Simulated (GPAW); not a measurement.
Runs of GPAW 26.7.0 on Co. The structure is hexagonal, space group P6_3/mmc (No. 194). The conventional cell has a = 2.471 Å, b = 2.471 Å, c = 8.088 Å, α = 90.00°, β = 90.00°, γ = 120.00°. Co (site symmetry -6m2) is surrounded by 12 Co at 2.47 Å. Co (site symmetry -3m) is surrounded by 12 Co at 2.47 Å. 

```csv
task,cell,maxiter,convergence,lines,response ecut,response k mesh,mesh quality,gap on the mesh (eV),moment (μB)
single point,"P6_3/mmc, 10.69 Å³/atom",120,default,-,-,-,not flagged,none,(a)
magnons,"P6_3/mmc, 10.26 Å³/atom",150,-,2,150 eV,6 × 6 × 4,coarse,none,6.40
magnons,"P6_3/mmc, 10.47 Å³/atom",150,-,2,150 eV,6 × 6 × 4,coarse,none,6.50
magnons,"P6_3/mmc, 10.05 Å³/atom",150,-,2,150 eV,6 × 6 × 4,coarse,none,6.26
```

Alike in all rows: level LDA; potentials or basis the program's PAW data sets (release 1.2.1) made for this functional, pw; spin collinear, ferromagnetic start; k mesh 10 × 10 × 3; cutoff (eV) 500; smearing fermi-dirac 0.05 eV.

Question: Fill in the values left out.

Answer: (a) 6.57.

Caveats: some runs use coarse meshes; the number of bands moves the energies at small q by some ten meV (some runs); the exchange constants hang on this mesh and on the site radius (some runs); magnon energies are noisy on this mesh (some runs); the cutoff is short for stress and forces, so pressures can be off by a GPa or more (some runs); so large a pressure means that the cell lies far from this level's equilibrium, or that cutoff or potentials fall short (some runs).

A gap of «none» marks a metal or a gap under the smearing width.
